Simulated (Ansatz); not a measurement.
# GaAs: the cell at several levels of theory

Cell and atoms of GaAs in the CsCl structure are relaxed in turn with PBE and r2SCAN. This is a trial cell built on a prototype, not taken from a measured structure, and it needn't be the compound's ground state.

Program: Ansatz 0.2.0. PAW datasets, plane waves, zero pressure. Simulation only: spin-unpolarised, and no claim that this is the phase found in nature.

1 further run of the same task is left out (for a known fault of the program).

## 1. Starting point

This is the cell as the run starts from it, not yet at rest; its lengths are not the crystal's.

Space group Pm-3m (No. 221), cubic; conventional cell a = 3.101 Å, 14.91 Å³ an atom. Ga has 8 As at 2.69 Å; As has 8 Ga at 2.69 Å.

Structure file:

```cif
data_structure
_symmetry_space_group_name_H-M 'P 1'
_symmetry_Int_Tables_number 1
_cell_length_a 3.1011
_cell_length_b 3.1011
_cell_length_c 3.1011
_cell_angle_alpha 90.000
_cell_angle_beta 90.000
_cell_angle_gamma 90.000
_cell_volume 29.82
loop_
_atom_site_label
_atom_site_type_symbol
_atom_site_fract_x
_atom_site_fract_y
_atom_site_fract_z
_atom_site_occupancy
Ga1 Ga 0.00000 0.00000 0.00000 1
As1 As 0.50000 0.50000 0.50000 1
```

## 2. PBE: cell and atoms

File input.yaml:

```yaml
crystal:
  lattice:
    - [3.1011457496, 0.0, 0.0]
    - [0.0, 3.1011457496, 0.0]
    - [0.0, 0.0, 3.1011457496]
  atoms:
    - { symbol: Ga, position: [0.0, 0.0, 0.0] }
    - { symbol: As, position: [0.5, 0.5, 0.5] }
kpoints:
  mp_grid: { grid: [8, 8, 8] }
hamiltonian:
  xc: pbe
scf:
  occupations: { method: fermi_dirac, width: 0.02 }
relax:
  f_tol: 0.005
  cell: {}
```

Command:

```
$ ansatz run input.yaml --threads 2 --pin off --max-ram 2211MiB --backend cpu --events-out ev --progress --plain --runs-dir out
```

After this run come: Relaxation with r2SCAN.

**Question.** What will these runs give? Wanted: for each run, a; volume; space group; SCF geometries.

The runs gave:

```
 level  a (Å)  volume (Å³/atom)  space group  SCF geometries
   PBE  3.363            19.017        Pm-3m               8
r2SCAN  3.329            18.441        Pm-3m               6
```

**Reading.** From the start to the first minimum the volume moved by +27.5 %. The volume runs from r2SCAN (least) to PBE (most), a spread of 3.1 %, or 1.0 % in length if all axes shared it alike.
